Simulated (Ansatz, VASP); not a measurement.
# Two plane-wave programs on Mg

```xyz
3
Lattice="0.0000 3.4851 3.4851 3.4851 0.0000 3.4851 3.4851 3.4851 0.0000" Properties=species:S:1:pos:R:3 pbc="T T T"
Mg    0.0000    0.0000    0.0000
Mg    1.7426    1.7426    1.7426
Mg    5.2277    5.2277    5.2277
```

Alike in both runs: task relaxation of cell and atoms; functional PBE; k mesh 12 × 12 × 12; occupations gaussian, width 0.1 eV; no spin polarisation.

|  | VASP | Ansatz |
| --- | --- | --- |
| version | VASP 6.6.1 | Ansatz 0.2.0 |
| potentials or method | VASP PAW PBE potentials, release 64 (Mg) | scalar-relativistic, plane waves, PAW |
| plane-wave cutoff (eV) | 600 | 420 |
| valence electrons in the cell | 6 | 30 |

|  | VASP | Ansatz | Ansatz less VASP |
| --- | --- | --- | --- |
| gap on the k mesh at the Fermi level, each at its own relaxed structure (eV) | none | none | - |
| relaxed volume (Å³/atom) | 28.14 | 28.18 | +0.044 |
| relaxed cell length with the largest relative difference (Å) | 4.924 | 4.926 | +0.0026 |

A gap of «none» marks a metal or a gap that the smearing closes. The two sets of potentials don't hold the same shells in valence.
